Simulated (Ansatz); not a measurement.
**Molecular dynamics of ZrN**

The input (input.yaml):

```yaml
accuracy: low
crystal:
  lattice:
    - [5.558188, 0.0, 0.0]
    - [-2.779094, 5.745507, 0.0]
    - [0.0, 0.0, 16.229567]
  atoms:
    - { symbol: Zr, position: [0.33076081, 0.26631981, 0.11816397] }
    - { symbol: Zr, position: [0.2159013, 0.7651359, 0.0857975] }
    - { symbol: "N", position: [0.0, 0.0, 0.0616159] }
    - { symbol: "N", position: [0.7904053, 0.52582419, 0.10178606] }
    - { symbol: Zr, position: [0.85355953, 0.35948979, 0.20538703] }
    - { symbol: Zr, position: [0.76259454, 0.8301343, 0.1610626] }
    - { symbol: "N", position: [0.51065061, 0.04618027, 0.15562898] }
    - { symbol: "N", position: [0.30829899, 0.58442424, 0.1870137] }
    - { symbol: Zr, position: [0.41973694, 0.45652961, 0.29730052] }
    - { symbol: Zr, position: [0.23294342, 0.89435517, 0.26346044] }
    - { symbol: "N", position: [0.08239538, 0.14096188, 0.23508863] }
    - { symbol: "N", position: [0.82731669, 0.63351361, 0.28085705] }
basis:
  ecutwfc: 420.0
kpoints:
  mp_grid: { grid: [2, 2, 1] }
hamiltonian:
  xc: pbe
  pseudopotentials: { kind: paw, azcp: { folder: soft_1 } }
scf:
  occupations: { method: fermi_dirac, width: 0.05 }
  lower_state_search: "off"
md:
  timestep: 1
  n_steps: 160
  ensemble: nvt_langevin
  temperature: 500.0
  initial_velocities: maxwell_boltzmann
  seed: 328048
  friction: 0.05
  constraints: [{ sites: [1, 2] }]
```

Command:

```bash
$ ansatz run input.yaml --threads 1 --pin off --max-ram 3072MiB --backend cpu --events-out ev --progress --plain --runs-dir out
```

It starts from a relaxed structure.

Output, in part (step lines):

```
md step     0: t =     0.00 fs  T =   500.0 K  F+E_penalty+E_count = -27417.80997295 eV  E_kin = 0.646300 eV  (16 SCF iters)
md step     1: t =     1.00 fs  T =   508.7 K  F+E_penalty+E_count = -27417.80850420 eV  E_kin = 0.657515 eV  (9 SCF iters)
md step     2: t =     2.00 fs  T =   436.4 K  F+E_penalty+E_count = -27417.80256620 eV  E_kin = 0.564084 eV  (9 SCF iters)
md step     3: t =     3.00 fs  T =   372.2 K  F+E_penalty+E_count = -27417.79397860 eV  E_kin = 0.481104 eV  (9 SCF iters)
md step     4: t =     4.00 fs  T =   420.8 K  F+E_penalty+E_count = -27417.78255669 eV  E_kin = 0.543971 eV  (9 SCF iters)
md step     5: t =     5.00 fs  T =   456.7 K  F+E_penalty+E_count = -27417.76790100 eV  E_kin = 0.590304 eV  (6 SCF iters)
md step     6: t =     6.00 fs  T =   447.9 K  F+E_penalty+E_count = -27417.75100575 eV  E_kin = 0.578899 eV  (7 SCF iters)
md step     7: t =     7.00 fs  T =   402.4 K  F+E_penalty+E_count = -27417.73164261 eV  E_kin = 0.520200 eV  (7 SCF iters)
[... lines left out ...]
md step   159: t =   159.00 fs  T =   225.7 K  F+E_penalty+E_count = -27416.93322014 eV  E_kin = 0.291772 eV  (8 SCF iters)
md step   160: t =   160.00 fs  T =   294.5 K  F+E_penalty+E_count = -27416.94810231 eV  E_kin = 0.380630 eV  (8 SCF iters)
```

The steps, from the saved trajectory:

```
time (fs)  T (K)  potential energy less start (eV)
        0    500                             0.000
        5    457                             0.042
       10    502                             0.138
       15    336                             0.218
       20    308                             0.262
       25    272                             0.264
       30    470                             0.307
       35    441                             0.420
       40    342                             0.585
       45    304                             0.616
       50    352                             0.605
       55    364                             0.557
       60    603                             0.586
       65    349                             0.664
       70    403                             0.648
       75    551                             0.589
       80    615                             0.612
       85    516                             0.711
       90    349                             0.760
       95    467                             0.661
      100    607                             0.538
      105    634                             0.535
      110    492                             0.631
      115    387                             0.687
      120    457                             0.681
      125    474                             0.594
      130    459                             0.599
      135    625                             0.655
      140    510                             0.708
      145    415                             0.700
      150    425                             0.752
      155    317                             0.855
      160    294                             0.862
```

All steps were run. A run of 0.16 ps of so small a system gives no equilibrium averages. Limits of this set-up: coarse k mesh, thin slab, slab without dipole correction, low accuracy level.

Mean squared displacements from the first frame to the last: Zr 0.02 Å², N 0.02 Å².

Last frame:

```xyz
12
Lattice="5.5582 0.0000 0.0000 -2.7791 5.7455 0.0000 0.0000 0.0000 16.2296" Properties=species:S:1:pos:R:3
Zr 0.982 1.512 1.977
Zr -0.926 4.396 1.393
N 0.000 0.000 1.000
N 2.907 3.044 1.624
Zr 3.734 2.266 3.323
Zr 1.975 4.740 2.581
N 2.680 0.349 2.560
N 0.238 3.339 2.999
Zr 1.089 2.715 4.787
Zr -1.135 5.363 4.257
N -0.018 0.906 3.803
N 2.698 3.830 4.505
```

The run took 18 min on 1 thread of Arm Neoverse V1, on a shared host, peak memory 0.77 GiB.
